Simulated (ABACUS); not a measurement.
Ti:

```
Ti
1.0
    -1.64100    1.64100    1.64100
     1.64100   -1.64100    1.64100
     1.64100    1.64100   -1.64100
Ti
1
Direct
  0.00000 0.00000 0.00000
```

This isn't the form of Ti at room conditions, which is hcp.

| Property | Result |
| --- | --- |
| Program | ABACUS 3.10.1 |
| Task | relaxation of cell and atoms |
| Functional | PBEsol |
| Potentials or basis | PseudoDojo NC SR 0.4.1 PBEsol standard |
| Cutoff | 1361 eV |
| Density cutoff | 5442 eV |
| Basis | DZP LCAO (the cutoffs set its grid) |
| k mesh | 10 × 10 × 10 |
| Occupations | fermi-dirac, width 0.05 eV |
| Spin | no spin polarisation |

At the start: pressure -6.4 GPa; volume 17.68 Å³/atom.

Question: Where does the relaxation end?

Answer: Over 4 steps the energy falls by 22.1 meV/atom and the volume is 16.62 Å³/atom (-6.0 %); space group Im-3m (No. 229, to 0.05 Å).

Step by step:
| step | energy change (eV) | largest force (eV/Å) | pressure (GPa) | volume (Å³) |
| --- | --- | --- | --- | --- |
| 1 | 0.0000 | 0.0000 | -6.39 | 17.68 |
| 2 | -0.0093 | 0.0000 | 5.72 | 15.87 |
| 3 | -0.0221 | 0.0000 | -0.04 | 16.62 |
| 4 | -0.0221 | 0.0000 | 0.00 | 16.62 |

Final structure:
```yaml
crystal:
  lattice:
    - [-1.60753, 1.60753, 1.60753]
    - [1.60753, -1.60753, 1.60753]
    - [1.60753, 1.60753, -1.60753]
  atoms:
    - { symbol: Ti, position: [0.00000, 0.00000, 0.00000] }
```

Caveat: the atomic orbitals were generated for these runs and aren't a published set; the basis of atomic orbitals isn't converged, which shifts pressures, moduli and gaps.
